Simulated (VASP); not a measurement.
# LiF (Griceite) (Fm-3m) in VASP: settings compared

One crystal, LiF (Griceite), is run at these levels: HSE03, PBE0, PBEsol, AM05, BLYP+D3, r2SCANh; tasks: band structure, G0W0 quasiparticle levels, dielectric tensor, Berry-phase polarisation.

All numbers are computed with VASP 6.6.1; they aren't measurements. Logs are shortened: lines on timing, memory, paths and dates and some standing lists are left out, and cuts for length are marked.

## 1. The structure

Symmetry: Fm-3m, No. 225, cubic system. Conventional cell: a = 4.028 Å, b = 4.028 Å, c = 4.028 Å, α = 90.00°, β = 90.00°, γ = 90.00°. F (site symmetry m-3m) is surrounded by 6 Li at 2.01 Å. Around Li (site symmetry m-3m) lie 6 F at 2.01 Å.

## 2. Band structure, HSE03

Input file POSCAR:

```
LiF
1.0
    0.0000000000      2.0140000000      2.0140000000
    2.0140000000      0.0000000000      2.0140000000
    2.0140000000      2.0140000000      0.0000000000
F Li
1 1
Direct
    0.5000000000      0.5000000000      0.5000000000
    0.0000000000      0.0000000000      0.0000000000
```

Input file INCAR.step1:

```
PREC     = Accurate       # precision mode
ENCUT    = 520            # plane-wave cutoff, eV
EDIFF    = 1E-5           # SCF threshold, eV
ISMEAR   = 0              # smearing method
SIGMA    = 0.02           # smearing width, eV
LREAL    = F              # projectors in reciprocal space
LASPH    = T              # aspherical terms in the spheres
NELM     = 100            # most SCF steps
ALGO     = Normal         # electronic algorithm
ISIF     = 2              # what is computed and relaxed
LWAVE    = T              # write WAVECAR
LCHARG   = F              # write CHGCAR
GGA      = PE             # functional
KPAR     = 4
```

Input file INCAR.step2:

```
PREC     = Accurate       # precision mode
ENCUT    = 520            # plane-wave cutoff, eV
EDIFF    = 1E-7           # SCF threshold, eV
ISMEAR   = 0              # smearing method
SIGMA    = 0.02           # smearing width, eV
LREAL    = F              # projectors in reciprocal space
LASPH    = T              # aspherical terms in the spheres
NELM     = 100            # most SCF steps
ALGO     = Normal         # electronic algorithm
ISIF     = 2              # what is computed and relaxed
LWAVE    = F              # write WAVECAR
LCHARG   = F              # write CHGCAR
GGA      = PE             # functional
LHFCALC  = T              # exact exchange
HFSCREEN = 0.3            # screening, 1/A
PRECFOCK = Fast         
ISTART   = 1            
KPAR     = 4
```

Input file KPOINTS:

```
regular mesh
0
Gamma
  8 8 8
```

Input file KPOINTS_OPT:

```
path GXWKGLUWLK,UX
10
line-mode
reciprocal
 0.0000000000  0.0000000000  0.0000000000  G
 0.5000000000  0.0000000000  0.5000000000  X

 0.5000000000  0.0000000000  0.5000000000  X
 0.5000000000  0.2500000000  0.7500000000  W

 0.5000000000  0.2500000000  0.7500000000  W
 0.3750000000  0.3750000000  0.7500000000  K

 0.3750000000  0.3750000000  0.7500000000  K
 0.0000000000  0.0000000000  0.0000000000  G

 0.0000000000  0.0000000000  0.0000000000  G
 0.5000000000  0.5000000000  0.5000000000  L

 0.5000000000  0.5000000000  0.5000000000  L
 0.6250000000  0.2500000000  0.6250000000  U

 0.6250000000  0.2500000000  0.6250000000  U
 0.5000000000  0.2500000000  0.7500000000  W

 0.5000000000  0.2500000000  0.7500000000  W
 0.5000000000  0.5000000000  0.5000000000  L

 0.5000000000  0.5000000000  0.5000000000  L
 0.3750000000  0.3750000000  0.7500000000  K

 0.6250000000  0.2500000000  0.6250000000  U
 0.5000000000  0.0000000000  0.5000000000  X
```

Potentials or basis: VASP PAW PBE potentials, release 64 (F, Li_sv).

Run with:

```console
> cat potpaw_PBE.64/F/POTCAR potpaw_PBE.64/Li_sv/POTCAR > POTCAR
> cp INCAR.step1 INCAR
> mpirun -np 4 vasp_std > vasp.out
> cp INCAR.step2 INCAR
> mpirun -np 4 vasp_std > vasp.out
```

OUTCAR:

```text
PREC = Accurate
   ENCUT = 520
   EDIFF = 1E-7
   ISMEAR = 0
   LREAL = F
   LASPH = T
   NELM = 100
   ISIF = 2
   GGA = PE
   LHFCALC = T
   HFSCREEN = 0.3
   PRECFOCK = Fast
   ISTART = 1

 ion  position               nearest neighbor table
   1  0.500  0.500  0.500-   2 2.01   2 2.01   2 2.01   2 2.01   2 2.01   2 2.01
   2  0.000  0.000  0.000-   1 2.01   1 2.01   1 2.01   1 2.01   1 2.01   1 2.01

  LATTYP: Found a face centered cubic cell.
 ALAT       =     4.0280000000

  Lattice vectors:

 A1 = (   0.0000000000,   2.0140000000,   2.0140000000)
 A2 = (   2.0140000000,   0.0000000000,   2.0140000000)
 A3 = (   2.0140000000,   2.0140000000,   0.0000000000)

Analysis of symmetry for initial positions (statically):
=====================================================================
 Subroutine PRICEL returns:
 Original cell was already a primitive cell.

 Routine SETGRP: Setting up the symmetry group for a
 face centered cubic supercell.

 Subroutine GETGRP returns: Found 48 space group operations
 (whereof 48 operations were pure point group operations)
 out of a pool of 48 trial point group operations.

The static configuration has the point symmetry O_h .

Analysis of symmetry for dynamics (positions and initial velocities):
=====================================================================
 Subroutine PRICEL returns:
 Original cell was already a primitive cell.

 Routine SETGRP: Setting up the symmetry group for a
 face centered cubic supercell.

 Subroutine GETGRP returns: Found 48 space group operations
 (whereof 48 operations were pure point group operations)
 out of a pool of 48 trial point group operations.

The dynamic configuration has the point symmetry O_h .

 Subroutine INISYM returns: Found 48 space group operations
 (whereof 48 operations are pure point group operations),
 and found     1 'primitive' translations

----------------------------------------------------------------------------------------

                                     Primitive cell

  volume of cell :      16.3384

  direct lattice vectors                    reciprocal lattice vectors
[... 92 lines left out ...]
   NFREE  =      0    steps in history (QN), initial steepest desc. (CG)
   ISIF   =      2    stress and relaxation
   ISYM   =      3    0-nonsym 1-usesym 2-fastsym
   POTIM  = 0.5000    time-step for ionic-motion
   TEBEG  =    0.0;   TEEND  =   0.0 temperature during run
   PSTRESS=    0.0 pullay stress
   NELECT =      10.0000    total number of electrons
   NUPDOWN=      -1.0000    fix difference up-down
   EMIN   =  10.00;   EMAX   =-10.00  energy-range for DOS
   EFERMI =   0.00;   METHOD = LEGACY
   ISMEAR =     0;   SIGMA  =   0.02  broadening in eV -4-tet -1-fermi 0-gaus
   EFERMI_NEDOS =   21; number of points for ismear=-14 and -15
   IALGO  =     38    algorithm
   IMIX   =      1    mixing-type and parameters
     AMIX     =   0.40;   BMIX     =  1.00
     AMIX_MAG =   1.60;   BMIX_MAG =  1.00
  volume/ion in A,a.u.               =       8.17        55.13
  Fermi-wavevector in a.u.,A,eV,Ry     =   1.389970  2.626662 26.286674  1.932016
  Thomas-Fermi vector in A             =   2.513950
   LORBIT       =      0    0 simple, 1 ext, 2 COOP (PROOUT), +10 PAW based schemes
   GGA     = PE    functional components
   LHFCALC =     T    Hartree Fock is set to
   PRECFOCK=fast      Normal, Fast or Accurate (Low or Medium for compatibility)
   ENCUT4O =  -1.0   cutoff for four orbital integrals eV
   NKREDX  =     1    reduce k-point grid by
   NKREDY  =     1    reduce k-point grid by
   NKREDZ  =     1    reduce k-point grid by
   AEXX    =    0.2500 exact exchange contribution
   HFSCREEN=    0.3000 screening length (either q_TF or 0.3 A-1)
   HFSCREENC=   0.3000 screening length for correlation (either q_TF or 0.3 A-1)
   ENCUTFOCK=  -1.0 apply spherical cutoff to Coloumb kernel
   IVDW    =     0    specifies the selected vdW correction
   LEPSILON=     F    determine dielectric tensor
   LRPA    =     F    only Hartree local field effects (RPA)
 non-spin polarized calculation
 Gauss-broadening in eV      SIGMA  =   0.02
  energy-cutoff  :      520.00
  volume of cell :       16.34
 maximum number of plane-waves:       459
 NGX is ok and might be reduce to    24
  NGX = 14; NGY = 14; NGZ = 14

 number of electron       9.9999992 magnetization

 Free energy of the ion-electron system (eV)
  ---------------------------------------------------
  ext. energy  EPLUGINS =         0.00000000
  ---------------------------------------------------
  free energy    TOTEN  =       -11.19862270 eV

  energy without entropy =      -11.19862270  energy(sigma->0) =      -11.19862270

 E-fermi :  -2.4592     XC(G=0):  -8.3175

 val. band max:       -2.5624433319   @ k =   0.0000   0.0000   0.0000
 cond. band min:       8.5352004833   @ k =   0.0000   0.0000   0.0000
 fundamental gap:     11.0976438152
 Fermi energy:        -2.4591729388

 k-point     1 :       0.0000    0.0000    0.0000
  band No.  band energies     occupation
      1     -45.5200      2.00000
      2     -24.1141      2.00000
      3      -2.5624      2.00000
      4      -2.5624      2.00000
      5      -2.5624      2.00000
      6       8.5352      0.00000
      7      23.7189      0.00000
      8      23.7189      0.00000
      9      23.7189      0.00000
[... 265 lines left out ...]
 k-point    24 :      -0.3750    0.2500    0.1250
  band No.  band energies     occupation
      1     -45.4518      2.00000
      2     -23.5384      2.00000
      3      -4.9910      2.00000
      4      -3.8272      2.00000
      5      -3.0728      2.00000
      6      12.0449      0.00000
      7      15.4177      0.00000
      8      18.6348      0.00000
      9      18.9004      0.00000

 [... further k-points ...]
[... 5 lines left out ...]
  --------------------------------------------------------------------------------------
  -------------------------------------------------------------------------------------
  Total       -0.1011831     -0.1011831     -0.1011831      0.0000000     -0.0000000     -0.0000000
  in kB       -9.9222522     -9.9222522     -9.9222522      0.0000000     -0.0000000     -0.0000000
  external PRESSURE =      -9.9222522 kB  Pullay stress =       0.0000000 kB

 VOLUME and BASIS-vectors are now :
 -----------------------------------------------------------------------------
  energy-cutoff  :      520.00
  volume of cell :       16.34
      direct lattice vectors                 reciprocal lattice vectors
     0.000000000  2.014000000  2.014000000    -0.248262165  0.248262165  0.248262165
     2.014000000  0.000000000  2.014000000     0.248262165 -0.248262165  0.248262165
     2.014000000  2.014000000  0.000000000     0.248262165  0.248262165 -0.248262165

 POSITION                                       TOTAL-FORCE (eV/Angst)
 -----------------------------------------------------------------------------------
      2.01400      2.01400      2.01400        -0.000000     -0.000000     -0.000000
      0.00000      0.00000      0.00000         0.000000      0.000000      0.000000
 -----------------------------------------------------------------------------------
    total drift:                               -0.000000     -0.000001     -0.000001

  FREE ENERGIE OF THE ION-ELECTRON SYSTEM (eV)
  ---------------------------------------------------
  free  energy   TOTEN  =       -11.1986227040 eV

  energy  without entropy=      -11.1986227040  energy(sigma->0) =      -11.19862270
```

OUTCAR.step1:

```text
PREC = Accurate
   ENCUT = 520
   EDIFF = 1E-5
   ISMEAR = 0
   LREAL = F
   LASPH = T
[... 512 lines left out ...]
 -----------------------------------------------------------------------------------
      2.01400      2.01400      2.01400        -0.000000     -0.000000      0.000000
      0.00000      0.00000      0.00000         0.000000      0.000000      0.000000
 -----------------------------------------------------------------------------------
    total drift:                               -0.000000     -0.000000      0.000000

  FREE ENERGIE OF THE ION-ELECTRON SYSTEM (eV)
  ---------------------------------------------------
  free  energy   TOTEN  =        -9.6376012748 eV

  energy  without entropy=       -9.6376012748  energy(sigma->0) =       -9.63760127
```

Run time: 5.5 min. Hardware: 4 MPI ranks of Intel Xeon Platinum 8488C (Sapphire Rapids), shared host; peak memory 0.27 GiB.

Results:

```yaml
Free_energy: -11.1986 eV
Band_gap_on_the_k_mesh: 11.10 eV, direct
Band_gap_along_the_path: 11.10 eV, direct
```

Levels at the corners of the path, in eV from the valence-band top:
| point | band 3 | band 4 | band 5 | band 6 | band 7 | band 8 |
| --- | --- | --- | --- | --- | --- | --- |
| Γ | 0.00 | 0.00 | 0.00 | 11.10 | 26.29 | 26.32 |
| X | -3.10 | -1.05 | -1.05 | 17.08 | 18.47 | 19.67 |
| X | -3.10 | -1.05 | -1.05 | 17.08 | 18.47 | 19.67 |
| W | -2.15 | -2.15 | -0.85 | 17.25 | 17.25 | 19.66 |
| W | -2.15 | -2.15 | -0.85 | 17.25 | 17.25 | 19.66 |
| K | -2.58 | -1.63 | -0.77 | 16.61 | 17.14 | 20.71 |
| K | -2.58 | -1.63 | -0.77 | 16.61 | 17.14 | 20.71 |
| Γ | 0.00 | 0.00 | 0.00 | 11.10 | 26.28 | 26.29 |
| Γ | 0.00 | 0.00 | 0.00 | 11.10 | 26.28 | 26.29 |
| L | -2.64 | -0.25 | -0.25 | 12.81 | 19.08 | 21.08 |
| L | -2.64 | -0.25 | -0.25 | 12.81 | 19.08 | 21.08 |
| U | -2.58 | -1.63 | -0.77 | 16.61 | 17.14 | 20.71 |
| U | -2.58 | -1.63 | -0.77 | 16.61 | 17.14 | 20.71 |
| W | -2.15 | -2.15 | -0.85 | 17.25 | 17.25 | 19.66 |
| W | -2.15 | -2.15 | -0.85 | 17.25 | 17.25 | 19.66 |
| L | -2.64 | -0.25 | -0.25 | 12.81 | 19.08 | 21.08 |
| L | -2.64 | -0.25 | -0.25 | 12.81 | 19.08 | 21.08 |
| K | -2.58 | -1.63 | -0.77 | 16.61 | 17.14 | 20.71 |
| U | -2.58 | -1.63 | -0.77 | 16.61 | 17.14 | 20.71 |
| X | -3.10 | -1.05 | -1.05 | 17.08 | 18.47 | 19.67 |

Caveat: the cutoff is under 1.25 times the usual one of these potentials, so pressure, stress and relaxed cells hold a basis-set (Pulay) error; the PAW data sets were made with another functional, which shifts forces and pressure a little.

## 3. Band structure, PBE0

POSCAR is that of step 2.

INCAR.step1 is that of step 2.

INCAR.step2, as its differences from that of step 2:

```diff
@@ -14,5 +14,6 @@
 LHFCALC  = T              # exact exchange
-HFSCREEN = 0.3            # screening, 1/A
+AEXX     = 0.25           # exact-exchange fraction
 PRECFOCK = Fast         
 ISTART   = 1            
+HFRCUT   = -1           
 KPAR     = 4
```

KPOINTS is that of step 2.

KPOINTS_OPT is that of step 2.

Potentials or basis: VASP PAW PBE potentials, release 64 (F, Li_sv).

Run with:

```console
> cat potpaw_PBE.64/F/POTCAR potpaw_PBE.64/Li_sv/POTCAR > POTCAR
> cp INCAR.step1 INCAR
> mpirun -np 4 vasp_std > vasp.out
> cp INCAR.step2 INCAR
> mpirun -np 4 vasp_std > vasp.out
```

Wall time 4.4 min (4 MPI ranks of Intel Xeon Platinum 8488C (Sapphire Rapids), shared host); peak memory 0.19 GiB.

Results (log left out):

```yaml
Free_energy: -11.9101 eV
Band_gap_on_the_k_mesh: 12.14 eV, direct
Band_gap_along_the_path: 12.14 eV, direct
```

Levels at the corners of the path, in eV from the valence-band top:
```
point  band 2  band 3  band 4  band 5  band 6  band 7  band 8  band 9
    Γ  -21.58    0.00    0.00    0.00   12.14   27.41   27.46   27.58
    X  -20.85   -3.14   -1.06   -1.06   18.18   19.52   20.76   23.73
    X  -20.85   -3.14   -1.06   -1.06   18.18   19.52   20.76   23.73
    W  -20.88   -2.18   -2.18   -0.86   18.33   18.33   20.76   22.68
    W  -20.88   -2.18   -2.18   -0.86   18.33   18.33   20.76   22.68
    K  -20.90   -2.62   -1.65   -0.78   17.68   18.23   21.80   23.08
    K  -20.90   -2.62   -1.65   -0.78   17.68   18.23   21.80   23.08
    Γ  -21.58    0.00    0.00    0.00   12.14   27.41   27.42   27.47
    Γ  -21.58    0.00    0.00    0.00   12.14   27.41   27.42   27.46
    L  -21.13   -2.68   -0.25   -0.25   13.87   20.17   22.18   22.18
    L  -21.13   -2.68   -0.25   -0.25   13.87   20.17   22.18   22.18
    U  -20.90   -2.62   -1.65   -0.78   17.68   18.23   21.80   23.08
    U  -20.90   -2.62   -1.65   -0.78   17.68   18.23   21.80   23.08
    W  -20.88   -2.18   -2.18   -0.86   18.33   18.33   20.76   22.68
    W  -20.88   -2.18   -2.18   -0.86   18.33   18.33   20.76   22.68
    L  -21.13   -2.68   -0.25   -0.25   13.87   20.17   22.18   22.18
    L  -21.13   -2.68   -0.25   -0.25   13.87   20.17   22.18   22.18
    K  -20.90   -2.62   -1.65   -0.78   17.68   18.23   21.80   23.08
    U  -20.90   -2.62   -1.65   -0.78   17.68   18.23   21.80   23.08
    X  -20.85   -3.14   -1.06   -1.06   18.18   19.52   20.76   23.73
```

Caveat: the cutoff is under 1.25 times the usual one of these potentials, so pressure, stress and relaxed cells hold a basis-set (Pulay) error; the PAW data sets were made with another functional, which shifts forces and pressure a little.

[end of part 1 of 3]
